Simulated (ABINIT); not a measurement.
Here is an ABINIT 10.8.3 (patched build) calculation.

Contents of run.abi:

```
# Datasets: ground state, then fixed potential
ndtset 2

# Pseudopotentials
pp_dirpath "./"
pseudos "Mg.GGA_PBE-JTH.xml, O.GGA_PBE-JTH.xml"

# Structure
acell 3*1.0 Angstrom
rprim
     2.9380209034     0.0000000000     0.0000000000
    -1.4690104517     2.5444007392     0.0000000000
     0.0000000000     0.0000000000     2.6796800000
ntypat 2
znucl 12 8
natom 2
typat 1 2
xred
     0.0000000000     0.0000000000     0.0000000000
     0.3333333333     0.6666666667     0.5000000000

# Plane-wave basis
ecut 28.0
pawecutdg 50.0
pawxcdev 0

# Exchange and correlation
ixc -120135

# Bands and occupations
occopt 3
tsmear 0.00183747

# SCF cycle
nstep 100

# Output
iomode 3
prtwf 0
prteig 0
prtebands 0
prtden1 1

# Dataset 1
kptopt1 1
ngkpt1 10 10 10
nshiftk1 1
shiftk1 0.0 0.0 0.0
nband1 12
tolvrs1 1.0e-9

# Dataset 2: bands along G-M-K-G-A-L-H-A
iscf2 -2
getden2 1
nband2 18
nbdbuf2 4
tolwfr2 1.0e-11
kptopt2 -7
ndivsm2 5
prteig2 1
kptbounds2
     0.0000000000     0.0000000000     0.0000000000
     0.5000000000     0.0000000000     0.0000000000
     0.3333333333     0.3333333333     0.0000000000
     0.0000000000     0.0000000000     0.0000000000
     0.0000000000     0.0000000000     0.5000000000
     0.5000000000     0.0000000000     0.5000000000
     0.3333333333     0.3333333333     0.5000000000
     0.0000000000     0.0000000000     0.5000000000
```

Potentials or basis: JTH PAW PBE v2.0.

Launch:

```console
$ abinit run.abi > log 2>&1
```

Q: What does it give for the pressure?

A: -3.4 GPa.

Q: Estimate the band gap on the k mesh.

A: 3.00 eV, indirect (least direct gap 3.40 eV).

Levels at the corners of the path, in eV from the valence-band top:
| point | band 6 | band 7 | band 8 | band 9 | band 10 | band 11 |
| --- | --- | --- | --- | --- | --- | --- |
| Γ | -0.61 | -0.61 | -0.40 | 3.00 | 11.70 | 15.52 |
| M | -4.91 | -1.32 | -0.05 | 6.52 | 10.52 | 12.97 |
| K | -3.71 | -3.69 | 0.00 | 8.36 | 11.26 | 11.49 |
| Γ | -0.61 | -0.61 | -0.40 | 3.00 | 11.70 | 15.52 |
| A | -5.38 | -0.10 | -0.10 | 8.22 | 8.96 | 17.46 |
| L | -3.73 | -3.37 | -0.83 | 5.74 | 11.31 | 13.99 |
| H | -3.52 | -2.50 | -2.49 | 6.24 | 10.52 | 13.34 |
| A | -5.38 | -0.10 | -0.10 | 8.22 | 8.96 | 17.46 |

Caveat: the PAW data sets were made with another functional, which shifts forces and pressure a little. A hybrid or GW would open this gap; AM05 tends to underestimate it.
